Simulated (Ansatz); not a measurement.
Ansatz 0.2.0, relaxation: BaTiO₃

input.yaml:

```yaml
crystal:
  lattice:
    - [-3.9708331, 0.0, 0.0]
    - [0.0, -2.82646002, 2.83467966]
    - [0.0, 5.65292005, 5.66935933]
  atoms:
    - { symbol: Ba, position: [0.0, 0.0, 0.0] }
    - { symbol: Ba, position: [0.0, 0.0, 0.5] }
    - { symbol: Ti, position: [0.5, 0.5124, 0.2562] }
    - { symbol: Ti, position: [0.5, 0.5124, 0.7562] }
    - { symbol: O, position: [0.0, 0.4874, 0.2437] }
    - { symbol: O, position: [0.0, 0.4874, 0.7437] }
    - { symbol: O, position: [0.5, 0.99184, 0.25262] }
    - { symbol: O, position: [0.5, 0.99184, 0.75262] }
    - { symbol: O, position: [0.5, 0.50524, 0.49592] }
    - { symbol: O, position: [0.5, 0.50524, 0.99592] }
  symmetry: { tolerance: 0.0003 }
kpoints:
  mp_grid: { grid: [6, 6, 4], shift: [0, 0, 0] }
magnetization:
  spin_polarized: false
scf:
  occupations: { method: fermi_dirac }
  lower_state_search: "off"
hamiltonian:
  pseudopotentials: { kind: paw }
  xc: r2scan
  hubbard:
    projectors: all-electron-ortho-atomic
    sites: [{ species: Ti, l: d, u: 2.48, j: 0.88 }]
basis:
  ecutwfc: 500
  fft_grid_basis: typed
relax:
  max_steps: 60
  cell: { p_target: 5.0 }
  f_tol: 0.03
output:
  forces: true
  stress: true
  eigenvalues: true
  populations: true
  elf: true
  write_potential: true
  volumetric_format: npy
  dos:
    e_range: [-12, 8]
    de: 0.05
    projected: { site_lists: { Ba: [Ba], O: [O], Ti: [Ti] } }
  write_density: true
  bader: false
checkpoint:
  read: saved_state
```

The command:

```bash
ansatz run input.yaml --threads 2 --pin off --max-ram 3584MiB --backend cpu --events-out ev --progress --plain --runs-dir out
```

Origin of the cell: a database entry, scaled a little.

The smearing width isn't typed, so it takes its default of 0.1 eV.

The saved state is a converged single point of the same cell.

Steps («new basis» is an SCF on plane waves selected anew at the same cell):

| step | ΔH (meV/atom) | max force component (eV/Å) | P (GPa) | volume (Å³) | SCF iterations | step was |
| --- | --- | --- | --- | --- | --- | --- |
| 1 | 0.0 | 0.256 | 1.61 | 127.26 | 7 | accepted |
| 2 | -2.0 | 0.503 | 5.67 | 124.75 | 7 | accepted |
| 3 | -5.2 | 0.114 | 5.38 | 124.76 | 7 | accepted |
| 4 | -5.5 | 0.052 | 4.97 | 125.05 | 5 | accepted |
| 5 | -5.5 | 0.016 | 4.95 | 125.08 | 5 | accepted |
| 6 | -5.5 | 0.009 | 5.01 | 125.05 | 6 | accepted |
| 7 | -5.5 | 0.008 | 5.00 | 125.06 | 6 | accepted |
| 8 | -5.5 | 0.005 | 4.99 | 125.07 | 7 | accepted |
| 9 | -5.5 | 0.003 | 4.99 | 125.09 | 7 | accepted |
| 10 | -5.4 | 0.003 | 5.00 | 125.09 | 5 | new basis |

The starting structure.

Space group Amm2 (No. 38); the run's cell has a = 3.971 Å, b = 4.003 Å, c = 8.006 Å, α = 89.83°, β = 90.00°, γ = 90.00°. Shortest distances: O–Ti 1.92 Å, O–O 2.75 Å, Ba–O 2.76 Å, Ba–Ti 3.40 Å.

The relaxed structure.

Space group Amm2 (No. 38); the run's cell has a = 3.957 Å, b = 3.976 Å, c = 7.952 Å, α = 89.94°, β = 90.00°, γ = 90.00°. Shortest distances: O–Ti 1.90 Å, Ba–O 2.77 Å, O–O 2.78 Å, Ba–Ti 3.40 Å.

```yaml
crystal:
  lattice:
    - [-3.95683, 0.00000, 0.00000]
    - [0.00000, -2.80975, 2.81278]
    - [0.00000, 5.61977, 5.62583]
  atoms:
    - { symbol: Ba, position: [0.00000, 0.00339, 0.00171] }
    - { symbol: Ba, position: [0.00000, 0.00339, 0.50171] }
    - { symbol: Ti, position: [0.50000, 0.51202, 0.25605] }
    - { symbol: Ti, position: [0.50000, 0.51202, 0.75605] }
    - { symbol: O, position: [0.00000, 0.49517, 0.24759] }
    - { symbol: O, position: [0.00000, 0.49517, 0.74759] }
    - { symbol: O, position: [0.50000, 0.99056, 0.24784] }
    - { symbol: O, position: [0.50000, 0.99056, 0.74784] }
    - { symbol: O, position: [0.50000, 0.49574, 0.49526] }
    - { symbol: O, position: [0.50000, 0.49574, 0.99526] }
```

```yaml
Enthalpy_lowered_by: 5.4 meV/atom
Volume_change: -1.70 %
Final_pressure: 5.00 GPa
Relaxation_steps_listed: 10
```

Caveats: the relaxation held the start's symmetry, so the end may be a saddle point.

It ran for 7.6 min on 2 threads of Arm Neoverse V1, with other jobs on the host, peak memory 1 GiB, from a saved density.
